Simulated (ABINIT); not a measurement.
# GaP (F-43m) in ABINIT: a series of runs

Aim: see how the results for GaP move with the level of theory and the settings. Levels: revPBE+D3(BJ), RPBE, PBE+D2. Tasks: equation of state, band structure.

Everything below comes from runs of ABINIT 10.8.3 (patched build). Logs are shortened: lines on timing, memory, paths and dates and some standing lists are left out, and cuts for length are marked. The log counts tension as positive stress, the text compression.

**The experiment to reproduce.**

“Phosphorous dimerization in GaP at high pressure”, 2017, arxiv:1709.06667 reports, for a bulk crystal of GaP: bulk modulus 87.5 ± 0.6 GPa.

“Stacking defects in GaP nanowires: Electronic structure and optical properties”, 2018, arxiv:1810.01194 quotes, for a bulk crystal of GaP at 10 K: band gap 2.34 eV (indirect).

The runs below are set against these values where they give the same quantity.

### Step 1. The crystal as given

It takes space group F-43m (No. 216, cubic). The conventional cell has a = 5.451 Å, b = 5.451 Å, c = 5.451 Å, α = 90.00°, β = 90.00°, γ = 90.00°. Ga (site symmetry -43m) is surrounded by 4 P at 2.36 Å. P (site symmetry -43m) has 4 Ga at 2.36 Å as nearest neighbours.

### Step 2. Equation of state, revPBE+D3(BJ)

run.abi

```
ndtset 7
getwfk -1
scalecart1 3*0.9795861087
scalecart2 3*0.9864848297
scalecart3 3*0.9932883884
scalecart4 3*1.0000000000
scalecart5 3*1.0066227096
scalecart6 3*1.0131594038
scalecart7 3*1.0196128224

pp_dirpath "./"
pseudos "Ga.GGA_PBE-JTH.xml, P.GGA_PBE-JTH.xml"

acell 3*1.0
rprim
     0.0000000000     5.1499761211     5.1499761211
     5.1499761211     0.0000000000     5.1499761211
     5.1499761211     5.1499761211     0.0000000000
ntypat 2
znucl 31 15
natom 2
typat 1 2
xred
     0.0000000000     0.0000000000     0.0000000000
     0.7500000000     0.7500000000     0.7500000000

ecut 544.227725 eV
pawecutdg 40.0

kptopt 1
ngkpt 8 8 8
nshiftk 1
shiftk 0.0 0.0 0.0

ixc 14
vdw_xc 7

nband 13
occopt 3
tsmear 0.00183747

nstep 100
tolvrs 1.0e-9

iomode 3
prtwf 1
prtden 0
prteig 0
prtebands 0
enunit 2
```

Potentials or basis: JTH PAW PBE v2.0.

Started as:

```bash
$ abinit run.abi > log 2>&1
```

run.abo:

```text
.Version 10.8.3 of ABINIT
 DATASET    1 : space group F-4 3 m (#216); Bravais cF (face-center cubic)
================================================================================
 Values of the parameters that define the memory need for DATASET  1.
     intxc =       0    ionmov =       0      iscf =      17    lmnmax =      18
     lnmax =       6     mgfft =      30  mpssoang =       3    mqgrid =    3001
     natom =       2  nloc_mem =       2    nspden =       1   nspinor =       1
    nsppol =       1      nsym =      24    n1xccc =       1    ntypat =       2
    occopt =       3   xclevel =       2
       mpw =        1121          nfft =       27000          nkpt =          29
 PAW method is used; the additional fine FFT grid is defined by:
   mgfftf=        45    nfftf =     91125
================================================================================
================================================================================
[... 71 lines left out ...]
 DATASET    7 : space group F-4 3 m (#216); Bravais cF (face-center cubic)
================================================================================
 Values of the parameters that define the memory need for DATASET  7.
     intxc =       0    ionmov =       0      iscf =      17    lmnmax =      18
     lnmax =       6     mgfft =      30  mpssoang =       3    mqgrid =    3001
     natom =       2  nloc_mem =       2    nspden =       1   nspinor =       1
    nsppol =       1      nsym =      24    n1xccc =       1    ntypat =       2
    occopt =       3   xclevel =       2
       mpw =        1254          nfft =       27000          nkpt =          29
 PAW method is used; the additional fine FFT grid is defined by:
   mgfftf=        45    nfftf =     91125
================================================================================
================================================================================

--------------------------------------------------------------------------------
------------- Echo of variables that govern the present computation ------------
--------------------------------------------------------------------------------
 -outvars: echo values of preprocessed input variables --------
            acell      1.0000000000E+00  1.0000000000E+00  1.0000000000E+00 Bohr
              amu      6.97230000E+01  3.09737620E+01
             ecut      2.00000000E+01 Hartree
           enunit           2
           getwfk          -1
              ixc          14
           jdtset        1    2    3    4    5    6    7
         kptrlatt        8    0    0      0    8    0      0    0    8
          kptrlen1     5.70759065E+01
          kptrlen2     5.74778628E+01
          kptrlen3     5.78742744E+01
          kptrlen4     5.82653286E+01
          kptrlen5     5.86512030E+01
          kptrlen6     5.90320656E+01
          kptrlen7     5.94080762E+01
            natom           2
            nband          13
           ndtset           7
            ngfft          30      30      30
          ngfftdg          45      45      45
             nkpt          29
            nstep         100
             nsym          24
           ntypat           2
           occopt           3
        pawecutdg      4.00000000E+01 Hartree
         pawxcdev           0
           prtden           0
        prtebands           0
           prteig           0
            rprim1     0.0000000000E+00  5.0448450684E+00  5.0448450684E+00
                       5.0448450684E+00  0.0000000000E+00  5.0448450684E+00
                       5.0448450684E+00  5.0448450684E+00  0.0000000000E+00
            rprim2     0.0000000000E+00  5.0803733168E+00  5.0803733168E+00
                       5.0803733168E+00  0.0000000000E+00  5.0803733168E+00
                       5.0803733168E+00  5.0803733168E+00  0.0000000000E+00
            rprim3     0.0000000000E+00  5.1154114816E+00  5.1154114816E+00
                       5.1154114816E+00  0.0000000000E+00  5.1154114816E+00
                       5.1154114816E+00  5.1154114816E+00  0.0000000000E+00
            rprim4     0.0000000000E+00  5.1499761211E+00  5.1499761211E+00
                       5.1499761211E+00  0.0000000000E+00  5.1499761211E+00
                       5.1499761211E+00  5.1499761211E+00  0.0000000000E+00
            rprim5     0.0000000000E+00  5.1840829174E+00  5.1840829174E+00
                       5.1840829174E+00  0.0000000000E+00  5.1840829174E+00
                       5.1840829174E+00  5.1840829174E+00  0.0000000000E+00
            rprim6     0.0000000000E+00  5.2177467364E+00  5.2177467364E+00
                       5.2177467364E+00  0.0000000000E+00  5.2177467364E+00
                       5.2177467364E+00  5.2177467364E+00  0.0000000000E+00
            rprim7     0.0000000000E+00  5.2509816881E+00  5.2509816881E+00
                       5.2509816881E+00  0.0000000000E+00  5.2509816881E+00
[... 51 lines left out ...]

 Fine grid specifications (used for densities):

 getcut: wavevector=  0.0000  0.0000  0.0000  ngfft=  45  45  45
         ecut(hartree)=     40.000   => boxcut(ratio)=   2.16618

--- Pseudopotential description ------------------------------------------------
- pspini: atom type   1  psp file is ./Ga.GGA_PBE-JTH.xml
 Pseudopotential format is: paw10
 basis_size (lnmax)=  6 (lmn_size= 18), orbitals=   0   0   1   1   2   2
 Spheres core radius: rc_sph= 2.10359248
 Shapefunction is BESSEL type: shapef(r,l)=aa(1,l)*jl(q(1,l)*r)+aa(2,l)*jl(q(2,l)*r)
 Radius for shape functions =  1.80829011
 Compensation charge density is not taken into account in XC energy/potential

- pspini: atom type   2  psp file is ./P.GGA_PBE-JTH.xml
 Pseudopotential format is: paw10
 basis_size (lnmax)=  4 (lmn_size=  8), orbitals=   0   0   1   1
 Spheres core radius: rc_sph= 1.60765221
 Shapefunction is SIN type: shapef(r)=[sin(pi*r/rshp)/(pi*r/rshp)]**2
 Radius for shape functions =  1.60765221
 Compensation charge density is not taken into account in XC energy/potential

   4.33120550E+02                                ecore*ucvol(ha*bohr**3)
--------------------------------------------------------------------------------

================================================================================

--- !BeginCycle
iteration_state: {dtset: 1, }
solver: {iscf: 17, nstep: 100, nline: 4, wfoptalg: 10, }
tolerances: {tolvrs: 1.00E-09, }
...

     iter   Etot(hartree)      deltaE(h)  residm     nres2
 ETOT  1  -85.685765669271    -8.569E+01 1.577E-01 4.493E+00
 ETOT  2  -85.742839864926    -5.707E-02 8.483E-03 5.426E-01
 ETOT  3  -85.742701042017     1.388E-04 5.527E-03 5.274E-02
 ETOT  4  -85.742826488149    -1.254E-04 4.929E-04 7.753E-03
 ETOT  5  -85.742852398073    -2.591E-05 1.619E-04 1.635E-03
 ETOT  6  -85.742886629673    -3.423E-05 3.474E-05 4.150E-05
 ETOT  7  -85.742887163448    -5.338E-07 1.256E-05 3.643E-06
 ETOT  8  -85.742887259826    -9.638E-08 2.952E-06 2.580E-07
 ETOT  9  -85.742887265703    -5.877E-09 1.100E-06 1.364E-08
 ETOT 10  -85.742887265919    -2.157E-10 2.565E-07 4.172E-09
 ETOT 11  -85.742887265961    -4.177E-11 9.704E-08 4.464E-10
[... 1279 lines left out ...]
 Cartesian components of stress tensor (hartree/bohr^3)
  sigma(1 1)=  1.86285739E-04  sigma(3 2)=  0.00000000E+00
  sigma(2 2)=  1.86285739E-04  sigma(3 1)=  0.00000000E+00
  sigma(3 3)=  1.86285739E-04  sigma(2 1)=  0.00000000E+00

-Cartesian components of stress tensor (GPa)         [Pressure= -5.4807E+00 GPa]
- sigma(1 1)=  5.48071566E+00  sigma(3 2)=  0.00000000E+00
- sigma(2 2)=  5.48071566E+00  sigma(3 1)=  0.00000000E+00
- sigma(3 3)=  5.48071566E+00  sigma(2 1)=  0.00000000E+00

== END DATASET(S) ==============================================================
================================================================================

 -outvars: echo values of variables after computation  --------
            acell      1.0000000000E+00  1.0000000000E+00  1.0000000000E+00 Bohr
           etotal1    -8.5742887266E+01
           etotal2    -8.5743503630E+01
           etotal3    -8.5743745688E+01
           etotal4    -8.5743652972E+01
           etotal5    -8.5743259980E+01
           etotal6    -8.5742599099E+01
           etotal7    -8.5741698934E+01
            fcart1    -1.6679434568E-30  8.3397172840E-30 -1.6679434568E-30
                       1.6679434568E-30 -8.3397172840E-30  1.6679434568E-30
            fcart2    -0.0000000000E+00 -0.0000000000E+00 -0.0000000000E+00
                      -0.0000000000E+00 -0.0000000000E+00 -0.0000000000E+00
            fcart3     4.9348032036E-30 -1.6449344012E-30 -1.6449344012E-30
                      -4.9348032036E-30  1.6449344012E-30  1.6449344012E-30
            fcart4    -3.2677884808E-30 -3.2677884808E-30  9.8033654423E-30
                       3.2677884808E-30  3.2677884808E-30 -9.8033654423E-30
            fcart5    -0.0000000000E+00 -0.0000000000E+00 -0.0000000000E+00
                      -0.0000000000E+00 -0.0000000000E+00 -0.0000000000E+00
            fcart6     3.2253448653E-30  3.2253448653E-30 -9.6760345958E-30
                      -3.2253448653E-30 -3.2253448653E-30  9.6760345958E-30
            fcart7     6.4098614866E-30  2.8919009293E-46 -6.4098614866E-30
                      -6.4098614866E-30 -2.8919009293E-46  6.4098614866E-30
            rprim1     0.0000000000E+00  5.0448450684E+00  5.0448450684E+00
[... 30 lines left out ...]
           strten6     1.4497531019E-04  1.4497531019E-04  1.4497531019E-04
                       0.0000000000E+00  0.0000000000E+00  0.0000000000E+00
           strten7     1.8628573878E-04  1.8628573878E-04  1.8628573878E-04
                       0.0000000000E+00  0.0000000000E+00  0.0000000000E+00
           xangst1     0.0000000000E+00  0.0000000000E+00  0.0000000000E+00
                       4.0044255614E+00  4.0044255614E+00  4.0044255614E+00
           xangst2     0.0000000000E+00  0.0000000000E+00  0.0000000000E+00
                       4.0326266704E+00  4.0326266704E+00  4.0326266704E+00
           xangst3     0.0000000000E+00  0.0000000000E+00  0.0000000000E+00
                       4.0604387679E+00  4.0604387679E+00  4.0604387679E+00
           xangst4     0.0000000000E+00  0.0000000000E+00  0.0000000000E+00
                       4.0878749972E+00  4.0878749972E+00  4.0878749972E+00
           xangst5     0.0000000000E+00  0.0000000000E+00  0.0000000000E+00
                       4.1149478062E+00  4.1149478062E+00  4.1149478062E+00
           xangst6     0.0000000000E+00  0.0000000000E+00  0.0000000000E+00
                       4.1416689950E+00  4.1416689950E+00  4.1416689950E+00
           xangst7     0.0000000000E+00  0.0000000000E+00  0.0000000000E+00
                       4.1680497635E+00  4.1680497635E+00  4.1680497635E+00
             xred      0.0000000000E+00  0.0000000000E+00  0.0000000000E+00
                       7.5000000000E-01  7.5000000000E-01  7.5000000000E-01
 Calculation completed.
```

It took 85 s on 1 thread of Arm Neoverse V1, shared host; peak memory 0.14 GiB.

Results:

- Equilibrium volume: 19.92 Å³/atom
- Bulk modulus: 87 GPa
- Pressure derivative of the bulk modulus: 4.5

Energy against volume, from the lowest point:
```csv
volume (Å³/atom),energy (meV/atom)
19.026,11.68
19.431,3.29
19.836,0.00
20.240,1.26
20.645,6.61
21.050,15.60
21.455,27.85
```

Caveat: pressures at fixed basis lie under the slope of the energies; the PAW data sets were made with another functional, which shifts forces and pressure a little.

### Step 3. Band structure, RPBE

run.abi

```
# Datasets: ground state, then fixed potential
ndtset 2

# Pseudopotentials
pp_dirpath "./"
pseudos "Ga.GGA_PBE-JTH.xml, P.GGA_PBE-JTH.xml"

# Structure
acell 7.2831660764 7.2831660764 7.2831660764
rprim
     0.0000000000     0.7071067812     0.7071067812
     0.7071067812     0.0000000000     0.7071067812
     0.7071067812     0.7071067812     0.0000000000
ntypat 2
znucl 31 15
natom 2
typat 1 2
xcart
     0.0000000000     0.0000000000     0.0000000000
     7.7249641817     7.7249641817     7.7249641817

# Plane-wave basis
ecut 20.0
pawecutdg 40.0

# Exchange and correlation
ixc 15

# Bands and occupations
occopt 3
tsmear 0.05 eV

# SCF cycle
nstep 100

# Output
iomode 3
prtwf 0
prteig 0
prtebands 0
prtden1 1

# Dataset 1
kptopt1 1
ngkpt1 8 8 8
nshiftk1 1
shiftk1 0.0 0.0 0.0
nband1 13
tolvrs1 1.0e-9

# Dataset 2: bands along G-X-W-K-G-L-U-W-L-K
iscf2 -2
getden2 1
nband2 17
nbdbuf2 2
tolwfr2 1.0e-12
kptopt2 -9
ndivsm2 8
prteig2 1
kptbounds2
     0.0000000000     0.0000000000     0.0000000000
     0.5000000000     0.0000000000     0.5000000000
     0.5000000000     0.2500000000     0.7500000000
     0.3750000000     0.3750000000     0.7500000000
     0.0000000000     0.0000000000     0.0000000000
     0.5000000000     0.5000000000     0.5000000000
     0.6250000000     0.2500000000     0.6250000000
     0.5000000000     0.2500000000     0.7500000000
     0.5000000000     0.5000000000     0.5000000000
     0.3750000000     0.3750000000     0.7500000000
```

Potentials or basis: JTH PAW PBE v2.0.

Started as:

```bash
$ abinit run.abi > log 2>&1
```

It took 55 s on 1 thread of Arm Neoverse V1, shared host; peak memory 0.14 GiB.

Results (log left out):

```
Free energy                                           : -2331.8813 eV
Pressure                                              : 4.6 GPa
Band gap on the k mesh                                : 1.73 eV, indirect (least direct gap 1.95 eV)
Band gap along the path                               : 1.68 eV, indirect (least direct gap 1.95 eV)
Valence electrons inside the program's atomic spheres : Ga 11.06; P 1.58
```

Levels at the corners of the path, in eV from the valence-band top:
```csv
point,band 7,band 8,band 9,band 10,band 11,band 12
Γ,0.00,0.00,0.00,1.95,3.92,3.92
X,-6.71,-2.67,-2.67,1.75,1.90,10.63
W,-6.50,-3.55,-3.39,4.77,4.90,6.17
K,-6.50,-3.90,-2.24,2.27,4.86,8.26
Γ,0.00,0.00,0.00,1.95,3.92,3.92
L,-6.59,-1.11,-1.11,1.76,4.75,4.75
U,-6.50,-3.90,-2.24,2.27,4.86,8.26
W,-6.50,-3.55,-3.39,4.77,4.90,6.17
L,-6.59,-1.11,-1.11,1.76,4.75,4.75
K,-6.50,-3.90,-2.24,2.27,4.86,8.26
```

Caveat: the PAW data sets were made with another functional, which shifts forces and pressure a little.

### Step 4. Equation of state, PBE+D2

run.abi

```
# Datasets: one volume each
ndtset 7
getwfk -1
scalecart1 3*0.9795861087
scalecart2 3*0.9864848297
scalecart3 3*0.9932883884
scalecart4 3*1.0000000000
scalecart5 3*1.0066227096
scalecart6 3*1.0131594038
scalecart7 3*1.0196128224

# Pseudopotentials
pp_dirpath "./"
pseudos "Ga.GGA_PBE-JTH.xml, P.GGA_PBE-JTH.xml"

# Structure
acell 3*1.0 Angstrom
rprim
     0.0000000000     2.7252500000     2.7252500000
     2.7252500000     0.0000000000     2.7252500000
     2.7252500000     2.7252500000     0.0000000000
ntypat 2
znucl 31 15
natom 2
typat 1 2
xred
     0.0000000000     0.0000000000     0.0000000000
     0.7500000000     0.7500000000     0.7500000000

# Plane-wave basis
ecut 20.0
pawecutdg 40.0

# k points
kptopt 1
ngkpt 8 8 8
nshiftk 1
shiftk 0.0 0.0 0.0

# Exchange and correlation
ixc 11
vdw_xc 5

# Bands and occupations
nband 13
occopt 3
tsmear 0.00183747

# SCF cycle
nstep 100
tolvrs 1.0e-9

# Output
iomode 3
prtwf 1
prtden 0
prteig 0
prtebands 0
enunit 2
```

Started as:

```bash
$ abinit run.abi > log 2>&1
```

It took 85 s on 1 thread of Arm Neoverse V1, shared host; peak memory 0.14 GiB.

Results (log left out):

| Item | Value |
| --- | --- |
| Equilibrium volume | 19.86 Å³/atom |
| Bulk modulus | 87 GPa |
| Pressure derivative of the bulk modulus | 4.8 |

Energy against volume, from the lowest point:
```
volume (Å³/atom)  energy (meV/atom)
          19.026              10.28
          19.431               2.60
          19.836               0.00
          20.240               1.92
          20.645               7.87
          21.050              17.38
          21.455              30.06
```

Caveat: pressures at fixed basis lie under the slope of the energies.

### Step 5. Summary

```tsv
task	level	V0 of scaled cells (Å³/atom)	B0 (GPa)
equation of state	revPBE+D3(BJ)	19.92	87
band structure	RPBE	-	-
equation of state	PBE+D2	19.86	87
```

Alike in all rows: potentials or basis JTH PAW PBE v2.0; no spin polarisation; cell as given; k mesh 8 × 8 × 8; cutoff (eV) 544; smearing fermi-dirac 0.05 eV.

Caveats: pressures at fixed basis lie under the slope of the energies (some runs); the PAW data sets were made with another functional, which shifts forces and pressure a little (some runs).

Total energies depend on the potentials used, so only differences within one code and one set of settings carry meaning.

### Step 6. Against experiment

Step 2. Against the measured bulk modulus of GaP, 87.5 GPa (“Phosphorous dimerization in GaP at high pressure”, 2017, arxiv:1709.06667), the calculated 87 GPa is off by -1.0 %. The fit is for a static lattice scaled at fixed shape and fixed fractional positions.

Step 3. Against the measured gap of GaP, 2.34 eV (indirect; 10 K; quoted in “Stacking defects in GaP nanowires: Electronic structure and optical properties”, 2018, arxiv:1810.01194), the calculated 1.68 eV is off by -0.66 eV. Spin-orbit coupling on Ga is left out. The value is that of RPBE, without temperature or zero-point motion. Semilocal functionals fall short of measured gaps as a rule.

Step 4. A measured bulk modulus of GaP is 87.5 GPa (“Phosphorous dimerization in GaP at high pressure”, 2017, arxiv:1709.06667); the calculated 87 GPa misses it by -0.4 %. The fit is for a static lattice scaled at fixed shape and fixed fractional positions.
